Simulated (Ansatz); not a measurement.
# Tantalum, fcc under PBE: ground state and equation of state, part 2 of 2

What does PBE give for tantalum in the fcc structure? We relax it, solve it on a dense k-mesh, switch on spin-orbit coupling, then scale the cell to 7 volumes from 88 to 112 % of the relaxed one and try a fit of the equation of state. The k-meshes are 13×13×13 for the relaxation; 21×21×21 for the dense run; 13×13×13 for spin-orbit coupling; 14×14×14 for the volumes.

Ansatz 0.2.0; DFT, PBE, plane waves (420 eV) with PAW, scalar-relativistic. Earlier steps stand in the parts before.

**6. At 92 % of the relaxed volume**

This is Ta in the fcc structure; at room conditions it is bcc.

File input.yaml:

```yaml
crystal:
  lattice:
    - [0.0, 2.0536225657, 2.0536225657]
    - [2.0536225657, 0.0, 2.0536225657]
    - [2.0536225657, 2.0536225657, 0.0]
  atoms:
    - { symbol: Ta, position: [0.0, 0.0, 0.0] }
hamiltonian:
  xc: pbe
  pseudopotentials:
    kind: paw
    azcp:
      Ta: "pseudopotentials/Ta.paw.azcp"
basis:
  ecutwfc: 420
  fft_grid_basis: typed
kpoints:
  mp_grid: { grid: [14, 14, 14], shift: [0, 0, 0] }
magnetization:
  spin_polarized: false
scf:
  occupations: { method: fermi_dirac, width: 0.1 }
  lower_state_search: "off"
output:
  stress: true
  write_density: true
  write_potential: true
  elf: true
  volumetric_format: npy
```

Run with:

```console
> ansatz run input.yaml --threads 1 --pin off --max-ram 3584MiB --backend cpu --events-out ev --progress --plain --runs-dir out
```

Output, cut to the lines that bear on the results:

```text
[...]
Pseudopotentials: kind: paw
Pseudopotential: Ta, paw, valence charge 13, recommended cutoff 420 eV (normal), <dir>
Functional definition: PBE
[...]
Crystal: 1 atoms, lattice volume = 17.322 Å³
Basis set: ecut = 420 eV, 331 PW (Γ)
Bands: 11, of which v1, the nominal top of the filled ones, is band 7 counted from 1 (6 counted from 0)
Symmetry: 48 space group operations
Space group: Fm-3m (ITA 225), of the structure as read, at distance tolerance 2.6e-5 Å
k-points: 104 of 2744
[...]
SCF iter   1: F=—  HF=-9931.947904 eV  |F-HF|=—  |Δ(HF+E_count)|=         —  Δρ=2.75e-3  dr2=5.25e-4  ethr=1.77e-3  ⟨swp⟩=5.2  Hψ=6390  notcnv=0
[...]
SCF iter   6: F=-9931.947976 eV  HF=-9931.947976 eV  |F-HF|=8.19e-11  |Δ(HF+E_count)|=   3.12e-9  Δρ=1.73e-6  dr2=1.81e-10  ethr=4.87e-11  ⟨swp⟩=5.0  Hψ=5753  notcnv=0
[...]
SCF converged after 6 iterations
Free energy (F): -9931.947976 eV
[...]
E sigma→0 (E₀):  -9931.928972 eV
Entropy (-TS):   -0.038007 eV (-38.007 meV/atom)
Fermi energy:    19.909975 eV
[...]
--- Stress (GPa, compression-positive) ---
       18.557524      -0.000000      -0.000000
        0.000000      18.557524       0.000000
        0.000000       0.000000      18.557524
  P = ⅓ Tr σ = 18.5575 GPa (185.575 kbar)
--- Band table (eV; the first three rows and the last of 104) ---
  k-point 0: bands = ["-47.4936", "-13.3970", "-13.3970", "-13.3970", "11.4329", "20.2910", "20.2910", "20.2910", "23.6419", "23.6419", "32.2082"]
[...]
```

Wall time 3.2 s (1 thread of Intel Xeon Platinum 8259CL at 2.50GHz (Skylake/Cascade Lake), shared host); peak memory 0.47 GiB.

Axes a, b and c in the maps are those of this run's conventional cell (a, b, c = 4.107, 4.107, 4.107 Å).

Density in a lattice plane of the grid's cell (edges 4.11 and 4.11 Å, at 0.000 of the third edge), which holds Ta.

Ten even steps from ' ' (0.20 e/Å³) to '@' (4.42 e/Å³):
```
%%@@@@%%++::                          ::++%%@@@@
@@@@%%**--..                          ..--**%%@@
##**++--..                              ..--++**
--::::..                                  ..::::
                                                
                  ..::::--::::..                
                ..--++**##**++--..              
              ..--**%%@@@@@@%%**--..            
              ::++%%@@@@%%@@@@%%++::            
              ::++%%@@%%**%%@@%%++::            
              ::++%%@@@@%%@@@@%%++::            
              ..--**%%@@@@@@%%**--..            
                ..--++**##**++--..              
                  ..::::--::::..                
                                                
--::::..                                  ..::::
##**++--..                              ..--++**
@@@@%%**--..                          ..--**%%@@
%%@@@@%%++::                          ::++%%@@@@
**%%@@%%++::                          ::++%%@@%%
```
Columns run along the first of these edges and rows up along the second, over one cell in 24 and 20 even steps from the bottom left corner. Atoms in the plane (fractional): Ta at (0.00, 0.00), Ta at (0.50, 0.50).

ELF in the same plane.

Ten even steps from '0' (0.00) to '9' (0.70):
```
247985223577777532258974
789974234566666543247998
999753234554445543235799
665433344332223344333456
322233333222322233333222
223344333456665433344332
445543235799999753234554
666543247998789974234566
777532258974247985223577
877532369961016996323577
777532258974247985223577
666543247998789974234566
445543235799999753234554
223344333456665433344332
322233333222322233333222
665433344332223344333456
999753234554445543235799
789974234566666543247998
247985223577777532258974
016996323577877532369961
```
Columns run along the first of these edges and rows up along the second, over one cell in 24 and 20 even steps from the bottom left corner. Atoms in the plane (fractional): Ta at (0.00, 0.00), Ta at (0.50, 0.50).

Both are smooth fields of the valence electrons: close to the nuclei they are not physical.

The highest ELF values outside the cores: 0.66 between the atoms, 1.7 Å from Ta.

**7. At 96 % of the relaxed volume**

Changes to input.yaml since step 6:

```diff
@@ -2,5 +2,5 @@
   lattice:
-    - [0.0, 2.0536225657, 2.0536225657]
-    - [2.0536225657, 0.0, 2.0536225657]
-    - [2.0536225657, 2.0536225657, 0.0]
+    - [0.0, 2.0829639951, 2.0829639951]
+    - [2.0829639951, 0.0, 2.0829639951]
+    - [2.0829639951, 2.0829639951, 0.0]
   atoms:
```

Run with:

```console
> ansatz run input.yaml --threads 1 --pin off --max-ram 3584MiB --backend cpu --events-out ev --progress --plain --runs-dir out
```

Output, cut to the lines that bear on the results:

```text
[...]
[... 3 set-up lines as earlier in the session ...]
[...]
Crystal: 1 atoms, lattice volume = 18.075 Å³
Basis set: ecut = 420 eV, 339 PW (Γ)
Bands: 11, of which v1, the nominal top of the filled ones, is band 7 counted from 1 (6 counted from 0)
[... 2 set-up lines as earlier in the session ...]
k-points: 104 of 2744
[...]
SCF iter   1: F=—  HF=-9932.010521 eV  |F-HF|=—  |Δ(HF+E_count)|=         —  Δρ=2.65e-3  dr2=4.31e-4  ethr=1.77e-3  ⟨swp⟩=5.2  Hψ=6415  notcnv=0
[...]
SCF iter   6: F=-9932.010743 eV  HF=-9932.010743 eV  |F-HF|=5.26e-10  |Δ(HF+E_count)|=  9.48e-10  Δρ=4.57e-6  dr2=1.14e-9  ethr=3.06e-11  ⟨swp⟩=5.2  Hψ=5710  notcnv=0
[...]
SCF converged after 6 iterations
Free energy (F): -9932.010743 eV
[...]
E sigma→0 (E₀):  -9931.990892 eV
Entropy (-TS):   -0.039702 eV (-39.702 meV/atom)
Fermi energy:    18.970372 eV
[...]
--- Stress (GPa, compression-positive) ---
        8.461528       0.000000      -0.000000
       -0.000000       8.461528       0.000000
       -0.000000      -0.000000       8.461528
  P = ⅓ Tr σ = 8.4615 GPa (84.615 kbar)
--- Band table (eV; the first three rows and the last of 104) ---
  k-point 0: bands = ["-48.5239", "-14.4853", "-14.4853", "-14.4853", "10.6751", "19.3820", "19.3820", "19.3820", "22.5458", "22.5458", "31.1794"]
[...]
```

Wall time 3.3 s (1 thread of Intel Xeon Platinum 8259CL at 2.50GHz (Skylake/Cascade Lake), shared host); peak memory 0.47 GiB.

**8. At 100 % of the relaxed volume**

Changes to input.yaml since step 7:

```diff
@@ -2,5 +2,5 @@
   lattice:
-    - [0.0, 2.0829639951, 2.0829639951]
-    - [2.0829639951, 0.0, 2.0829639951]
-    - [2.0829639951, 2.0829639951, 0.0]
+    - [0.0, 2.1115012946, 2.1115012946]
+    - [2.1115012946, 0.0, 2.1115012946]
+    - [2.1115012946, 2.1115012946, 0.0]
   atoms:
@@ -25,5 +25 @@
   stress: true
-  write_density: true
-  write_potential: true
-  elf: true
-  volumetric_format: npy
```

Run with:

```console
> ansatz run input.yaml --threads 1 --pin off --max-ram 3584MiB --backend cpu --events-out ev --progress --plain --runs-dir out
```

Output, cut to the lines that bear on the results:

```text
[...]
[... 3 set-up lines as earlier in the session ...]
[...]
Crystal: 1 atoms, lattice volume = 18.828 Å³
Basis set: ecut = 420 eV, 339 PW (Γ)
Bands: 11, of which v1, the nominal top of the filled ones, is band 7 counted from 1 (6 counted from 0)
[... 2 set-up lines as earlier in the session ...]
k-points: 104 of 2744
[...]
SCF iter   1: F=—  HF=-9932.029945 eV  |F-HF|=—  |Δ(HF+E_count)|=         —  Δρ=2.71e-3  dr2=5.33e-4  ethr=1.77e-3  ⟨swp⟩=5.1  Hψ=6426  notcnv=0
[...]
SCF iter   6: F=-9932.030234 eV  HF=-9932.030234 eV  |F-HF|=3.66e-10  |Δ(HF+E_count)|=  6.98e-10  Δρ=3.37e-6  dr2=6.84e-10  ethr=1.16e-10  ⟨swp⟩=2.0  Hψ=3761  notcnv=0
[...]
SCF converged after 6 iterations
Free energy (F): -9932.030234 eV
[...]
E sigma→0 (E₀):  -9932.009513 eV
Entropy (-TS):   -0.041443 eV (-41.443 meV/atom)
Fermi energy:    18.103983 eV
[...]
--- Stress (GPa, compression-positive) ---
        0.094788      -0.000000      -0.000000
       -0.000000       0.094788       0.000000
        0.000000       0.000000       0.094788
  P = ⅓ Tr σ = 0.0948 GPa (0.948 kbar)
```

Wall time 2.7 s (1 thread of Intel Xeon Platinum 8259CL at 2.50GHz (Skylake/Cascade Lake), shared host); peak memory 0.47 GiB.

**9. At 104 % of the relaxed volume**

Changes to input.yaml since step 8:

```diff
@@ -2,5 +2,5 @@
   lattice:
-    - [0.0, 2.1115012946, 2.1115012946]
-    - [2.1115012946, 0.0, 2.1115012946]
-    - [2.1115012946, 2.1115012946, 0.0]
+    - [0.0, 2.1392873928, 2.1392873928]
+    - [2.1392873928, 0.0, 2.1392873928]
+    - [2.1392873928, 2.1392873928, 0.0]
   atoms:
```

Run with:

```console
> ansatz run input.yaml --threads 1 --pin off --max-ram 3584MiB --backend cpu --events-out ev --progress --plain --runs-dir out
```

Output, cut to the lines that bear on the results:

```text
[...]
[... 3 set-up lines as earlier in the session ...]
[...]
Crystal: 1 atoms, lattice volume = 19.581 Å³
Basis set: ecut = 420 eV, 387 PW (Γ)
Bands: 11, of which v1, the nominal top of the filled ones, is band 7 counted from 1 (6 counted from 0)
[... 2 set-up lines as earlier in the session ...]
k-points: 104 of 2744
[...]
SCF iter   1: F=—  HF=-9932.013643 eV  |F-HF|=—  |Δ(HF+E_count)|=         —  Δρ=2.85e-3  dr2=7.72e-4  ethr=1.77e-3  ⟨swp⟩=5.1  Hψ=6422  notcnv=0
[...]
SCF iter   6: F=-9932.013899 eV  HF=-9932.013899 eV  |F-HF|=4.80e-9  |Δ(HF+E_count)|=   2.45e-8  Δρ=1.29e-5  dr2=1.11e-8  ethr=7.69e-10  ⟨swp⟩=4.0  Hψ=3071  notcnv=0
[...]
SCF converged after 6 iterations
Free energy (F): -9932.013899 eV
[...]
E sigma→0 (E₀):  -9931.992297 eV
Entropy (-TS):   -0.043204 eV (-43.204 meV/atom)
Fermi energy:    17.302100 eV
[...]
--- Stress (GPa, compression-positive) ---
       -6.834499       0.000000       0.000000
       -0.000000      -6.834499       0.000000
       -0.000000       0.000000      -6.834499
  P = ⅓ Tr σ = -6.8345 GPa (-68.345 kbar)
```

Wall time 2.2 s (1 thread of Intel Xeon Platinum 8259CL at 2.50GHz (Skylake/Cascade Lake), shared host); peak memory 0.48 GiB.

**10. At 108 % of the relaxed volume**

Changes to input.yaml since step 9:

```diff
@@ -2,5 +2,5 @@
   lattice:
-    - [0.0, 2.1392873928, 2.1392873928]
-    - [2.1392873928, 0.0, 2.1392873928]
-    - [2.1392873928, 2.1392873928, 0.0]
+    - [0.0, 2.1663698551, 2.1663698551]
+    - [2.1663698551, 0.0, 2.1663698551]
+    - [2.1663698551, 2.1663698551, 0.0]
   atoms:
@@ -25 +25,5 @@
   stress: true
+  write_density: true
+  write_potential: true
+  elf: true
+  volumetric_format: npy
```

Run with:

```console
> ansatz run input.yaml --threads 1 --pin off --max-ram 3584MiB --backend cpu --events-out ev --progress --plain --runs-dir out
```

Output, cut to the lines that bear on the results:

```text
[...]
[... 3 set-up lines as earlier in the session ...]
[...]
Crystal: 1 atoms, lattice volume = 20.334 Å³
Basis set: ecut = 420 eV, 411 PW (Γ)
Bands: 11, of which v1, the nominal top of the filled ones, is band 7 counted from 1 (6 counted from 0)
[... 2 set-up lines as earlier in the session ...]
k-points: 104 of 2744
[...]
SCF iter   1: F=—  HF=-9931.967694 eV  |F-HF|=—  |Δ(HF+E_count)|=         —  Δρ=2.99e-3  dr2=1.08e-3  ethr=1.77e-3  ⟨swp⟩=5.1  Hψ=6411  notcnv=0
[...]
SCF iter   6: F=-9931.967873 eV  HF=-9931.967873 eV  |F-HF|=2.47e-9  |Δ(HF+E_count)|=   2.42e-8  Δρ=9.02e-6  dr2=5.96e-9  ethr=7.38e-10  ⟨swp⟩=5.9  Hψ=5622  notcnv=0
[...]
SCF converged after 6 iterations
Free energy (F): -9931.967873 eV
[...]
E sigma→0 (E₀):  -9931.945404 eV
Entropy (-TS):   -0.044940 eV (-44.940 meV/atom)
Fermi energy:    16.557428 eV
[...]
--- Stress (GPa, compression-positive) ---
      -12.567472       0.000000      -0.000000
        0.000000     -12.567472       0.000000
       -0.000000       0.000000     -12.567472
  P = ⅓ Tr σ = -12.5675 GPa (-125.675 kbar)
--- Band table (eV; the first three rows and the last of 104) ---
  k-point 0: bands = ["-51.2364", "-17.3139", "-17.3139", "-17.3139", "8.7737", "17.0095", "17.0095", "17.0095", "19.6984", "19.6984", "28.4952"]
[...]
```

Run time: 2.2 s. Hardware: 1 thread of Intel Xeon Platinum 8259CL at 2.50GHz (Skylake/Cascade Lake), shared host; peak memory 0.47 GiB.

**11. At 112 % of the relaxed volume**

Changes to input.yaml since step 10:

```diff
@@ -2,5 +2,5 @@
   lattice:
-    - [0.0, 2.1663698551, 2.1663698551]
-    - [2.1663698551, 0.0, 2.1663698551]
-    - [2.1663698551, 2.1663698551, 0.0]
+    - [0.0, 2.1927916037, 2.1927916037]
+    - [2.1927916037, 0.0, 2.1927916037]
+    - [2.1927916037, 2.1927916037, 0.0]
   atoms:
@@ -25,5 +25 @@
   stress: true
-  write_density: true
-  write_potential: true
-  elf: true
-  volumetric_format: npy
```

Run with:

```console
> ansatz run input.yaml --threads 1 --pin off --max-ram 3584MiB --backend cpu --events-out ev --progress --plain --runs-dir out
```

Output, cut to the lines that bear on the results:

```text
[...]
[... 3 set-up lines as earlier in the session ...]
[...]
Crystal: 1 atoms, lattice volume = 21.087 Å³
Basis set: ecut = 420 eV, 411 PW (Γ)
Bands: 11, of which v1, the nominal top of the filled ones, is band 7 counted from 1 (6 counted from 0)
[... 1 set-up line as earlier in the session ...]
Space group: Fm-3m (ITA 225), of the structure as read, at distance tolerance 2.8e-5 Å
k-points: 104 of 2744
[...]
SCF iter   1: F=—  HF=-9931.897230 eV  |F-HF|=—  |Δ(HF+E_count)|=         —  Δρ=3.11e-3  dr2=1.44e-3  ethr=1.77e-3  ⟨swp⟩=5.2  Hψ=6415  notcnv=0
[...]
SCF iter   6: F=-9931.897320 eV  HF=-9931.897320 eV  |F-HF|=2.33e-9  |Δ(HF+E_count)|=   2.76e-8  Δρ=8.55e-6  dr2=5.80e-9  ethr=7.69e-10  ⟨swp⟩=3.9  Hψ=3063  notcnv=0
[...]
SCF converged after 6 iterations
Free energy (F): -9931.897320 eV
[...]
E sigma→0 (E₀):  -9931.874019 eV
Entropy (-TS):   -0.046602 eV (-46.602 meV/atom)
Fermi energy:    15.864058 eV
[...]
--- Stress (GPa, compression-positive) ---
      -17.301731       0.000000       0.000000
       -0.000000     -17.301731      -0.000000
        0.000000      -0.000000     -17.301731
  P = ⅓ Tr σ = -17.3017 GPa (-173.017 kbar)
```

It took 1.7 s on 1 thread of Intel Xeon Platinum 8259CL at 2.50GHz (Skylake/Cascade Lake), shared host; peak memory 0.47 GiB.

**12. Energy and pressure against volume**

All volumes keep the relaxed shape and fractional coordinates.

| V (Å³/atom) | E − E₀ (meV/atom) | P from the stress (GPa) | P from the fit (GPa) |
| --- | --- | --- | --- |
| 16.569 | 194.7 | 30.75 | 30.63 |
| 17.322 | 80.5 | 18.56 | 18.37 |
| 18.075 | 18.6 | 8.46 | 8.27 |
| 18.828 | 0.0 | 0.09 | -0.09 |
| 19.581 | 17.2 | -6.83 | -7.01 |
| 20.334 | 64.1 | -12.57 | -12.75 |
| 21.087 | 135.5 | -17.30 | -17.51 |

Fit (Birch-Murnaghan, third order): V₀ = 18.819 Å³/atom, B₀ = 190 GPa, B₀′ = 3.7, largest residual 0.05 meV/atom.

The fit is made to E(σ → 0), while the stress belongs to the free energy F; that is one source of the offset between the two pressures.

**13. Results**

What follows sums up all 2 parts.

| quantity | value |
| --- | --- |
| space group (spins left aside) | Fm-3m (No. 225) |
| conventional cell | a = 4.223 Å |
| volume | 18.828 Å³/atom |
| shortest distance | 2.986 Å |
| gap on the mesh | none (levels filled in part) |
| relative to bcc | +239 meV/atom |
| V₀, B₀, B₀′ | 18.819 Å³/atom, 190 GPa, 3.7 |

**Reading.** The relaxation enlarged the cell by 4.2 % in volume. Against the reference form of tantalum (bcc, computed apart with the same settings) it stands 239 meV/atom higher, so it is far from stable. No gap shows: it is a metal or semimetal at this level. Totals with and without spin-orbit coupling (-22.6 eV/atom apart) can't be read as binding, since the two-component data shift the zero of energy. The fitted modulus is 190 GPa. Relaxation kept the symmetry; phonons were not checked.
